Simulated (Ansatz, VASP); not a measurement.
One calculation of InAs, two programs

```xyz
2
Lattice="0.0000 2.9974 2.9974 2.9974 0.0000 2.9974 2.9974 2.9974 0.0000" Properties=species:S:1:pos:R:3 pbc="T T T"
In    0.0000    0.0000    0.0000
As    1.4987    1.4987    1.4987
```

Alike in both runs: task single point; functional PBE; k mesh 12 × 12 × 12; occupations gaussian, width 0.1 eV; no spin polarisation.

|  | VASP | Ansatz |
| --- | --- | --- |
| version | VASP 6.6.1 | Ansatz 0.2.0 |
| potentials or method | VASP PAW PBE potentials, release 64 (In_d, As) | scalar-relativistic, plane waves, PAW |
| plane-wave cutoff (eV) | 520 | 420 |
| valence electrons in the cell | 18 | 28 |

|  | VASP | Ansatz | Ansatz less VASP |
| --- | --- | --- | --- |
| gap on the k mesh at the Fermi level (eV) | none | none | - |
| pressure (GPa) | 5.8 | 5.7 | -0.08 |

A gap of «none» marks a metal or a gap that the smearing closes. The two sets of potentials don't hold the same shells in valence.
